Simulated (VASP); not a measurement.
A run of VASP 6.6.1 is set up as follows.

The input INCAR:

```
ALGO = Normal
EDIFF = 1E-7
ENCUT = 520
GGA = RP
ISIF = 2
ISMEAR = -1
IVDW = 12
LASPH = T
LCHARG = F
LREAL = F
LWAVE = F
NBANDS = 16
NELM = 80
PREC = Accurate
SIGMA = 0.05
```

File KPOINTS:

```
k-points
0
Gamma
  7 7 7
```

The input POSCAR:

```
CdTe
1.0
    0.0000000000      3.1834892848      3.1834892848
    3.1834892848      0.0000000000      3.1834892848
    3.1834892848      3.1834892848      0.0000000000
Te Cd
1 1
Direct
    0.7500000000      0.7500000000      0.7500000000
    0.0000000000      0.0000000000      0.0000000000
```

Potentials or basis: VASP PAW PBE potentials, release 64 (Te, Cd).

Launch:

```bash
$ cat potpaw_PBE.64/Te/POTCAR potpaw_PBE.64/Cd/POTCAR > POTCAR
$ mpirun -np 1 vasp_std > vasp.out
```

Q: What does it give for the band gap on the k mesh?

A: 1.09 eV, direct.

Q: Estimate the pressure.

A: -1.9 GPa.

Q: What does it give for the dispersion energy per atom?

A: -1.571 eV.

Caveat: the PAW data sets were made with another functional, which shifts forces and pressure a little; spin-orbit coupling is left out, which moves the levels of the heavy elements.

**What was measured.**

From a printed reference work, data compilation, for a bulk crystal of CdTe at 0 K: band gap 1.607 eV.

A measured gap of CdTe is 1.607 eV (0 K; a printed reference work, data compilation); the calculated 1.09 eV misses it by -0.52 eV. Spin-orbit coupling on Cd, Te is left out. The value is that of RPBE+D3(BJ), without temperature or zero-point motion. Semilocal functionals fall short of measured gaps as a rule.
